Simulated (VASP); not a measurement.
As:

```
CELL_PARAMETERS angstrom
4.56640 0.00000 0.00000
-2.28320 3.95462 0.00000
0.00000 0.00000 2.83374
ATOMIC_POSITIONS crystal
As 0.34665 0.68444 0.01498
As 0.66187 0.33578 0.02005
```

The cell was built by a generator and needn't be a form met in nature.

The cell isn't the ideal one: atoms moved at random, drawn with an rms of 0.1 Å.

| Property | Result |
| --- | --- |
| Program | VASP 6.6.1 |
| Task | relaxation of the atoms |
| Functional | r2SCAN |
| Potentials or basis | VASP PAW PBE potentials, release 64 (As) |
| Cutoff | 520 eV |
| k mesh | 5 × 5 × 7 |
| Occupations | gaussian, width 0.05 eV |
| Spin | no spin polarisation |

At the start: pressure -1.4 GPa; volume 25.59 Å³/atom.

Where does the relaxation end?

Over 9 steps the energy falls by 2.6 meV/atom; space group Cmmm (No. 65, to 0.05 Å).

Step by step:
```
step  energy change (eV)  largest force (eV/Å)  pressure (GPa)
   1              0.0000                0.1798           -1.37
   2             -0.0028                0.1413           -1.26
   3             -0.0052                0.0145           -1.18
   4             -0.0052                0.0123           -1.17
   5             -0.0052                0.0125           -1.17
   6             -0.0052                0.0099           -1.17
   7             -0.0052                0.0065           -1.19
   8             -0.0052                0.0064           -1.20
   9             -0.0052                0.0023           -1.19
```

Final structure:
```yaml
crystal:
  lattice:
    - [4.56640, 0.00000, 0.00000]
    - [-2.28320, 3.95462, 0.00000]
    - [0.00000, 0.00000, 2.83374]
  atoms:
    - { symbol: As, position: [0.33997, 0.68164, 0.01736] }
    - { symbol: As, position: [0.66854, 0.33858, 0.01766] }
```

Caveat: the PAW data sets were made with another functional, which shifts forces and pressure a little.
